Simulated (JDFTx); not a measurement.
**Mg under changes of volume**

One of the cells (22.607 Å³/atom); the others are scaled copies at fixed shape and fractional positions:

```
Mg
1.0
     0.00000    2.24426    2.24426
     2.24426    0.00000    2.24426
     2.24426    2.24426    0.00000
Mg
1
Direct
  0.00000 0.00000 0.00000
```

This isn't the form of Mg at room conditions, which is hcp.

* Program: JDFTx 1.7.0 (patched build)
* Functional: PBE
* Potentials or basis: PseudoDojo-SR-PBE-0.5-standard
* Cutoff: 1143 eV
* Density cutoff: 4572 eV
* k mesh: 10 × 10 × 10
* Occupations: fermi-dirac, width 0.05 eV
* Spin: no spin polarisation

```csv
volume (Å³/atom),energy over the lowest point (meV/atom),pressure (GPa)
21.251,19.73,3.6
21.703,11.01,2.6
22.155,4.97,1.7
22.607,1.37,0.9
23.059,0.00,0.1
23.512,0.64,-0.6
23.964,?,?
```

Problem. What does the run at 23.964 Å³/atom give?

Solution. Energy over the lowest point 3.11 meV/atom; pressure -1.2 GPa.

Worked out: A Birch-Murnaghan fit of order 3 (a polynomial in V^(-2/3)) to the other rows has its minimum at 23.14 Å³/atom with B0 = V·E''(V) = 36 GPa and B' = 3.8. It gives 3.13 meV/atom at 23.964 Å³/atom, against the run's 3.11, and -dE/dV = -1.2 GPa, against -1.2.

Energies are extrapolated to zero smearing.
